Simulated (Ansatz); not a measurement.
`C[SiH2]C(F)(F)F` + `C[SeH]` → `C[SiH2][Se]C` + `FC(F)F` at 700 K and 1 bar (ligand exchange at the Si–C bond).

Program: Ansatz. Geometries: PBE0-D4/def2-TZVP. ΔE: electronic, gas phase. CCSD(T)/CBS is the MP2 limit (def2-TZVPP, def2-QZVPP) plus CCSD(T) − MP2 in def2-TZVPP, frozen cores. This one scheme is used for every species. For Se outer-core shells are correlated without core-valence functions, which leaves a few kJ/mol of doubt a bond. Scalar relativity is left out up to krypton. One conformer a species, not always the lowest.

```
          species  CCSD(T)/CBS energy (Eh)  H − E (kJ/mol)  S (J/(mol·K))
`C[SiH2]C(F)(F)F`               -667.57559           264.1          490.8
         `C[SeH]`              -2441.15625           157.6          325.3
   `C[SiH2][Se]C`              -2770.73796           324.8          490.5
         `FC(F)F`               -338.02896           105.5          315.2
```

H − E and S are ideal-gas, rigid-rotor, harmonic terms from PBE0-D4/def2-TZVP, for one conformer and one mirror image of each species. 1 Eh = 2625.50 kJ/mol, R = 8.31446 J/(mol·K).

Problem. By hand: ΔE, ΔH, ΔS and ΔG.

Solution. ΔE = (-2770.73796) + (-338.02896) − (-667.57559) − (-2441.15625) = -0.03508 Eh = -92.1 kJ/mol. Δ(H − E) = 324.8 + 105.5 − 264.1 − 157.6 = 8.6, so ΔH = -83.5 kJ/mol. ΔS = 490.5 + 315.2 − 490.8 − 325.3 = -10.4 J/(mol·K). ΔG = -83.5 − 700 × (-10.4)/1000 = -76.2 kJ/mol.

Problem. By hand: the equilibrium constant, and the temperature at which ΔG would vanish if ΔH and ΔS stayed fixed.

Solution. log₁₀ K = −ΔG/(RT ln 10) = 5.7. ΔG = 0 at ΔH/ΔS = 8029 K, far beyond where these terms or the molecules hold.

The number of gas molecules stays the same, so ΔS is small and ΔH decides. A doubt of 5 kJ/mol in ΔE shifts log₁₀ K by 0.4 here. Other conformers and mirror images would add mixing entropy, several J/(mol·K) or more a flexible species. Modes under 60 cm⁻¹, often nearly free rotors, make the harmonic entropy too high. These are equilibria of isolated gas molecules and say nothing of rates. Largest T1 diagnostic: 0.012 (customary marks: 0.02 for closed shells, 0.045 for open ones).
